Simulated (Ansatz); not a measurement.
Consider the following.

Starting cell, Li2O (anti-fluorite):

```
CELL_PARAMETERS angstrom
      0.00000     4.57275     4.57275
      2.28637     0.00000     2.28637
      2.28637     2.28637     0.00000
ATOMIC_POSITIONS crystal
  O  0.00000 0.00000 0.00000
  O  0.50000 0.00000 0.00000
  Li 0.12500 0.25000 0.25000
  Li 0.62500 0.25000 0.25000
  Li 0.37500 0.75000 0.75000
  Li 0.87500 0.75000 0.75000
```

A phonon eigenvector at L = (0.5, 0.0, 0.0) is frozen into this cell: atom i moves by Q times the vector below, so Q is the largest atomic displacement, in Å. The cell is held. (q is in reciprocal vectors of the primitive cell; the cell shown is doubled to hold the pattern.)

```
atom       x       y       z
----  ------  ------  ------
O1     0.475  -0.475  -0.475
O2    -0.475   0.475   0.475
Li3   -0.577   0.577   0.577
Li4    0.577  -0.577  -0.577
Li5    0.577  -0.577  -0.577
Li6   -0.577   0.577   0.577
```

Level of theory: r2SCAN (plane waves to 500 eV, PAW, scalar-relativistic; Ansatz, a first-principles code). k mesh 6×12×12 (Γ-centred), Fermi-Dirac smearing 0.05 eV. The energy includes the smearing's −TS. Li2O was relaxed with its symmetry unable to fall. The zero of ΔE is the undisplaced structure.

The scan covers Q from -0.180 to 0.180 Å in 13 points.

Which space group does the distorted structure have?

R-3m (No. 166), lowered from Fm-3m.

What is the energy change at Q = 0.180 Å?

982 meV/cell.

What harmonic wavenumber does the curvature at Q = 0 give?

586 cm⁻¹.

(For displaced atoms, the force is minus the slope of the energy, and its curvature is a force constant, which sets phonon frequencies.)
